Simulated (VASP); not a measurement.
# Zn (Im-3m) in VASP: a series of runs

Runs on Zn. Level: LDA. Tasks: single point.

Everything below comes from runs of VASP 6.6.1. Logs are shortened: lines on timing, memory, paths and dates and some standing lists are left out, and cuts for length are marked.

## (1) The crystal as given

It takes space group Im-3m (No. 229, cubic). Conventional cell: a = 3.138 Å, b = 3.138 Å, c = 3.138 Å, α = 90.00°, β = 90.00°, γ = 90.00°. Zn (site symmetry m-3m) has 8 Zn at 2.72 Å as nearest neighbours.

This isn't the form of Zn at room conditions, which is hcp.

## (2) Single point, LDA

INCAR

```
SYSTEM = Zn
PREC = Accurate
ENCUT = 460
EDIFF = 1E-7
ISMEAR = -1
SIGMA = 0.15
LREAL = .False.
LASPH = .True.
NELM = 100
ALGO = Normal
ISIF = 2
LWAVE = .False.
LCHARG = .False.
NBANDS = 12
ADDGRID = .False.
```

KPOINTS

```
Automatic mesh
0
Gamma
  11 11 11
  0 0 0
```

POSCAR

```
Zn
1.0
   -1.5690370000      1.5690370000      1.5690370000
    1.5690370000     -1.5690370000      1.5690370000
    1.5690370000      1.5690370000     -1.5690370000
Zn
1
Direct
    0.0000000000      0.0000000000      0.0000000000
```

Potentials or basis: VASP PAW LDA potentials, release 64 (Zn).

Run with:

```console
cat potpaw_LDA.64/Zn/POTCAR > POTCAR
mpirun -np 1 vasp_std > vasp.out
```

OUTCAR:

```text
SYSTEM = Zn
   PREC = Accurate
   ENCUT = 460
   EDIFF = 1E-7
   ISMEAR = -1
   LREAL = .False.
   LASPH = .True.
   NELM = 100
   ISIF = 2

 Found     56 irreducible k-points:

 Following reciprocal coordinates:
            Coordinates               Weight
  0.000000  0.000000  0.000000      1.000000
  0.090909  0.000000  0.000000     12.000000
  0.181818  0.000000  0.000000     12.000000
  0.272727  0.000000  0.000000     12.000000
  0.363636  0.000000  0.000000     12.000000
  0.454545  0.000000  0.000000     12.000000
   k-points           NKPTS =     56   k-points in BZ     NKDIM =     56   number of bands    NBANDS=     12
   number of dos      NEDOS =    301   number of ions     NIONS =      1
   total plane-waves  NPLWV =   8000
   dimension x,y,z NGX =    20 NGY =   20 NGZ =   20
   dimension x,y,z NGXF=    40 NGYF=   40 NGZF=   40
   ions per type =               1
   NGX,Y,Z   is equivalent  to a cutoff of  12.23, 12.23, 12.23 a.u.
   NGXF,Y,Z  is equivalent  to a cutoff of  24.47, 24.47, 24.47 a.u.
 SYSTEM =  Zn
   PREC   = accura    normal or accurate (medium, high low for compatibility)
   ISTART =      0    job   : 0-new  1-cont  2-samecut
   ICHARG =      2    charge: 1-file 2-atom 10-const
   ISPIN  =      1    spin polarized calculation?
   LNONCOLLINEAR =      F non collinear calculations
   LSORBIT =      F    spin-orbit coupling
   LASPH  =      T    aspherical Exc in radial PAW
   ENCUT  =  460.0 eV  33.81 Ry    5.81 a.u.   4.75  4.75  4.75*2*pi/ulx,y,z
   NELM   =    100;   NELMIN=  2; NELMDL= -5     # of ELM steps
   EDIFF  = 0.1E-06   stopping-criterion for ELM
   LREAL  =      F    real-space projection
   EDIFFG = 0.1E-05   stopping-criterion for IOM
   NSW    =      0    number of steps for IOM
   IBRION =     -1    ionic relax: 0-MD 1-quasi-New 2-CG
   NFREE  =      0    steps in history (QN), initial steepest desc. (CG)
   ISIF   =      2    stress and relaxation
   ISYM   =      2    0-nonsym 1-usesym 2-fastsym
   POTIM  = 0.5000    time-step for ionic-motion
   TEBEG  =    0.0;   TEEND  =   0.0 temperature during run
   PSTRESS=    0.0 pullay stress
   NELECT =      12.0000    total number of electrons
   NUPDOWN=      -1.0000    fix difference up-down
   EMIN   =  10.00;   EMAX   =-10.00  energy-range for DOS
   EFERMI =   0.00;   METHOD = LEGACY
   ISMEAR =    -1;   SIGMA  =   0.15  broadening in eV -4-tet -1-fermi 0-gaus
   EFERMI_NEDOS =   21; number of points for ismear=-14 and -15
   IALGO  =     38    algorithm
   IMIX   =      4    mixing-type and parameters
     AMIX     =   0.40;   BMIX     =  1.00
     AMIX_MAG =   1.60;   BMIX_MAG =  1.00
  volume/ion in A,a.u.               =      15.45       104.27
  Fermi-wavevector in a.u.,A,eV,Ry     =   1.504811  2.843681 30.809811  2.264457
  Thomas-Fermi vector in A             =   2.615742
   LORBIT       =      0    0 simple, 1 ext, 2 COOP (PROOUT), +10 PAW based schemes
   GGA     = CA    functional components
   LHFCALC =     F    Hartree Fock is set to
   AEXX    =    0.0000 exact exchange contribution
   IVDW    =     0    specifies the selected vdW correction
   LEPSILON=     F    determine dielectric tensor
   LRPA    =     F    only Hartree local field effects (RPA)
 non-spin polarized calculation
  energy-cutoff  :      460.00
  volume of cell :       15.45
 maximum number of plane-waves:       370
   NGX =  9   NGY =  9   NGZ =  9

 number of electron      12.0000023 magnetization

 Free energy of the ion-electron system (eV)
  ---------------------------------------------------
  ext. energy  EPLUGINS =         0.00000000
  ---------------------------------------------------
  free energy    TOTEN  =        -1.74076465 eV

  energy without entropy =       -1.71662298  energy(sigma->0) =       -1.72869382

 E-fermi :   2.7874     XC(G=0): -11.8175

 val. band max:        2.7277413973   @ k =   0.4545   0.0000   0.0000
 cond. band min:       2.9436899149   @ k =  -0.4545   0.4545   0.0909
 fundamental gap:      0.2159485177
 Fermi energy:         2.7874035210

 k-point     1 :       0.0000    0.0000    0.0000
  band No.  band energies     occupation
      1      -7.4885      2.00000
      2      -4.9887      2.00000
      3      -4.9887      2.00000
      4      -4.9887      2.00000
      5      -4.4852      2.00000
      6      -4.4852      2.00000
      7      21.5722      0.00000
      8      21.5722      0.00000
      9      21.5722      0.00000
     10      23.6934      0.00000
     11      23.6934      0.00000
     12      23.6934      0.00000

 k-point     2 :       0.0909    0.0000    0.0000
  band No.  band energies     occupation
      1      -7.2292      2.00000
      2      -5.0125      2.00000
      3      -4.9821      2.00000
      4      -4.9279      2.00000
      5      -4.5068      2.00000
      6      -4.4837      2.00000
      7      18.5927      0.00000
      8      20.0373      0.00000
      9      20.6018      0.00000
     10      22.1442      0.00000
     11      22.1534      0.00000
     12      23.3971      0.00000

 k-point     3 :       0.1818    0.0000    0.0000
  band No.  band energies     occupation
      1      -6.4985      2.00000
      2      -5.0763      2.00000
      3      -4.9352      2.00000
      4      -4.7608      2.00000
      5      -4.5445      2.00000
      6      -4.4790      2.00000
      7      14.0723      0.00000
      8      17.8730      0.00000
      9      18.7863      0.00000
     10      20.5528      0.00000
     11      21.1177      0.00000
     12      24.0989      0.00000

 k-point     4 :       0.2727    0.0000    0.0000
  band No.  band energies     occupation
      1      -5.7178      2.00000
      2      -5.1594      2.00000
      3      -4.5593      2.00000
      4      -4.5321      2.00000
      5      -4.4709      2.00000
      6      -4.4461      2.00000
      7       9.8244      0.00000
      8      16.0509      0.00000
      9      17.2208      0.00000
     10      19.3735      0.00000
     11      20.3356      0.00000
     12      25.4934      0.00000

 k-point     5 :       0.3636    0.0000    0.0000
  band No.  band energies     occupation
      1      -5.5789      2.00000
      2      -5.2352      2.00000
      3      -4.5355      2.00000
      4      -4.4616      2.00000
      5      -4.3108      2.00000
      6      -2.8261      2.00000
      7       6.0001      0.00000
      8      14.7474      0.00000
      9      16.1252      0.00000
     10      18.6062      0.00000
     11      19.8348      0.00000
     12      27.4176      0.00000

 k-point     6 :       0.4545    0.0000    0.0000
  band No.  band energies     occupation
      1      -5.6085      2.00000
      2      -5.2801      2.00000
      3      -4.5161      2.00000
      4      -4.4552      2.00000
      5      -4.1736      2.00000
      6      -0.5768      2.00000
      7       2.7277      1.19629
      8      14.0652      0.00000
      9      15.5643      0.00000
     10      18.2293      0.00000
     11      19.5963      0.00000
     12      29.6647      0.00000

 [... further k-points ...]

------------------------ aborting loop because EDIFF is reached ----------------------------------------

  FORCE on cell =-STRESS in cart. coord.  units (eV):
  Direction    XX          YY          ZZ          XY          YZ          ZX
  --------------------------------------------------------------------------------------
  -------------------------------------------------------------------------------------
  Total       -0.8160414     -0.8160414     -0.8160414     -0.0000000      0.0000000     -0.0000000
  in kB      -84.6180967    -84.6180967    -84.6180967     -0.0000000      0.0000000     -0.0000000
  external PRESSURE =     -84.6180967 kB  Pullay stress =       0.0000000 kB

 VOLUME and BASIS-vectors are now :
 -----------------------------------------------------------------------------
  energy-cutoff  :      460.00
  volume of cell :       15.45
      direct lattice vectors                 reciprocal lattice vectors
    -1.569037000  1.569037000  1.569037000     0.000000000  0.318666800  0.318666800
     1.569037000 -1.569037000  1.569037000     0.318666800  0.000000000  0.318666800
     1.569037000  1.569037000 -1.569037000     0.318666800  0.318666800  0.000000000

 POSITION                                       TOTAL-FORCE (eV/Angst)
 -----------------------------------------------------------------------------------
      0.00000      0.00000      0.00000         0.000000     -0.000000     -0.000000
 -----------------------------------------------------------------------------------
    total drift:                                0.000000     -0.000000      0.000000

  FREE ENERGIE OF THE ION-ELECTRON SYSTEM (eV)
  ---------------------------------------------------
  free  energy   TOTEN  =        -1.7407646536 eV

  energy  without entropy=       -1.7166229813  energy(sigma->0) =       -1.72869382
```

Wall time 4.6 s (1 thread of Intel Xeon Platinum 8488C (Sapphire Rapids), shared host); peak memory 0.11 GiB.

The run converged, but some of its settings lie outside the range that counts as converged, so its numbers aren't taken as properties of the crystal.

Results:

* Free energy: -1.7408 eV
* Pressure: -8.5 GPa
* Band gap on the k mesh: none (metal or under the smearing width)

## (3) Single point, LDA

INCAR: that of step 2 with these lines changed.

```diff
@@ -5,3 +5,3 @@
 ISMEAR = -1
-SIGMA = 0.15
+SIGMA = 0.4
 LREAL = .False.
```

KPOINTS is that of step 2.

POSCAR is that of step 2.

Potentials or basis: VASP PAW LDA potentials, release 64 (Zn).

Run with:

```console
cat potpaw_LDA.64/Zn/POTCAR > POTCAR
mpirun -np 1 vasp_std > vasp.out
```

It took 4.6 s on 1 thread of Intel Xeon Platinum 8488C (Sapphire Rapids), shared host; peak memory 0.11 GiB.

The run converged, but some of its settings lie outside the range that counts as converged, so its numbers aren't taken as properties of the crystal.

What came out:

```yaml
Free_energy: -1.8127 eV
Pressure: -7.6 GPa
Band_gap_on_the_k_mesh: none (metal or under the smearing width)
```

## (4) Single point, LDA

INCAR: that of step 3 with these lines changed.

```diff
@@ -5,3 +5,3 @@
 ISMEAR = -1
-SIGMA = 0.4
+SIGMA = 0.2
 LREAL = .False.
```

KPOINTS is that of step 3.

POSCAR is that of step 3.

Run with:

```console
cat potpaw_LDA.64/Zn/POTCAR > POTCAR
mpirun -np 1 vasp_std > vasp.out
```

Wall time 4.7 s (1 thread of Intel Xeon Platinum 8488C (Sapphire Rapids), shared host); peak memory 0.12 GiB.

The run converged, but some of its settings lie outside the range that counts as converged, so its numbers aren't taken as properties of the crystal.

What came out:

```yaml
Free_energy: -1.7501 eV
Pressure: -8.3 GPa
Band_gap_on_the_k_mesh: none (metal or under the smearing width)
```

## (5) Single point, LDA

INCAR: that of step 4 with these lines changed.

```diff
@@ -5,3 +5,3 @@
 ISMEAR = -1
-SIGMA = 0.2
+SIGMA = 0.1
 LREAL = .False.
```

KPOINTS is that of step 4.

POSCAR is that of step 4.

Run with:

```console
cat potpaw_LDA.64/Zn/POTCAR > POTCAR
mpirun -np 1 vasp_std > vasp.out
```

Run time: 4.7 s. Hardware: 1 thread of Intel Xeon Platinum 8488C (Sapphire Rapids), shared host; peak memory 0.11 GiB.

These settings aren't checked as converged: the numbers below hold their error.

What came out:

* Free energy: -1.7341 eV
* Pressure: -8.7 GPa
* Band gap on the k mesh: none (metal or under the smearing width)

## (6) The reference run

An earlier run on the cell as given: functional PBEsol; potentials or basis VASP PAW PBE potentials, release 64 (Zn); cutoff 520 eV; k mesh 12 × 12 × 12; occupations fermi-dirac, width 0.05 eV; no spin polarisation.

- Pressure: -4.9 GPa
- Band gap on the k mesh: none (metal or under the smearing width)
